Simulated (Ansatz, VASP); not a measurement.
## One calculation of CdS, two programs

The input POSCAR:

```
CdS
1.0
    0.0000000000      2.9392138902      2.8051857368
    2.9392138902      0.0000000000      2.8051857368
    2.9392138902      2.9392138902      0.0000000000
Cd S
1 1
Direct
    0.0000000000      0.0000000000      0.0000000000
    0.2500000000      0.2500000000      0.2500000000
```

File INCAR.step1:

```
ALGO = Normal
EDIFF = 1E-4
ENCUT = 520
GGA = PE
ISMEAR = 0
LASPH = T
LCHARG = F
LREAL = F
LWAVE = T
NBANDS = 16
NELM = 60
PREC = Accurate
SIGMA = 0.01
```

Contents of INCAR.step2:

```
ALGO = Normal
EDIFF = 1E-7
ENCUT = 520
ISIF = 2
ISMEAR = 0
ISTART = 1
LASPH = T
LCHARG = F
LMIXTAU = T
LREAL = F
LWAVE = F
METAGGA = R2SCAN
NBANDS = 16
NELM = 60
PREC = Accurate
SIGMA = 0.01
```

KPOINTS

```
k-points
0
Gamma
  8 8 8
```

Input for Ansatz:

```yaml
crystal:
  lattice:
    - [0.0, 2.9392138902, 2.8051857368]
    - [2.9392138902, 0.0, 2.8051857368]
    - [2.9392138902, 2.9392138902, 0.0]
  atoms:
    - { symbol: Cd, position: [0.0, 0.0, 0.0] }
    - { symbol: S, position: [0.25, 0.25, 0.25] }
kpoints:
  mp_grid: { grid: [8, 8, 8] }
  band_path:
    path:
      - [0.0, 0.0, 0.0]
      - [-0.5, -0.5, 0.0]
      - [-0.375, -0.375, 0.25]
      - [-0.375, 0.0, 0.375]
      - [0.0, 0.0, 0.5]
      - [-0.5, -0.25, 0.25]
    npoints: 1
hamiltonian:
  xc: r2scan
scf:
  occupations: { method: fixed }
  n_extra_bands: 4
output:
  forces: true
  stress: true
  eigenvalues: true
```

Change from the starting cell: uniaxial_z strain -4.6%.

Alike in both runs: task single point; functional r2SCAN; k mesh 8 × 8 × 8; no spin polarisation.

|  | VASP | Ansatz |
| --- | --- | --- |
| version | VASP 6.6.1 | Ansatz 0.2.0 |
| potentials or method | VASP PAW PBE potentials, release 64 (Cd, S) | plane waves, PAW |
| plane-wave cutoff (eV) | 520 | 500 |
| occupations | gaussian, width 0.01 eV | fixed |
| valence electrons in the cell | 18 | 26 |

Ansatz gave:

```
gap on the k mesh at the Fermi level (eV)       : 1.56
pressure (GPa)                                  : 3.0
largest component of the traceless stress (GPa) : 0.40
```

What did VASP give for the same quantities?

gap on the k mesh at the Fermi level (eV): 1.56; pressure (GPa): 3.4; largest component of the traceless stress (GPa): 0.38.

The two sets of potentials don't hold the same shells in valence.

Caveats: the PAW data sets were made with another functional, which shifts forces and pressure a little (VASP).
